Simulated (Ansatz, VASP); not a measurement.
**One calculation of Ge, two programs**

```xyz
4
Lattice="4.8849 0.0000 0.0000 0.0000 4.8849 0.0000 0.0000 0.0000 3.9517" Properties=species:S:1:pos:R:3 pbc="T T T"
Ge    0.0000    1.6722    1.9758
Ge    0.0000    3.2126    0.0000
Ge    1.6722    0.0000    2.9637
Ge    3.2126    0.0000    0.9879
```

Alike in both runs: task relaxation of cell and atoms; functional PBE; k mesh 10 × 10 × 12; occupations gaussian, width 0.1 eV; no spin polarisation.

```csv
,VASP,Ansatz
version,VASP 6.6.1,Ansatz 0.2.0
potentials or method,"VASP PAW PBE potentials, release 64 (Ge_d)","scalar-relativistic, plane waves, PAW"
plane-wave cutoff (eV),600,420
valence electrons in the cell,56,56
```

VASP gave:

| Item | Value |
| --- | --- |
| gap on the k mesh at the Fermi level, each at its own relaxed structure (eV) | none |
| relaxed volume (Å³/atom) | 23.66 |
| relaxed cell length with the largest relative difference (Å) | 3.956 |

Q: Estimate Ansatz's values.

A: gap on the k mesh at the Fermi level, each at its own relaxed structure (eV): none; relaxed volume (Å³/atom): 23.64; relaxed cell length with the largest relative difference (Å): 3.952.

A gap of «none» marks a metal or a gap that the smearing closes.
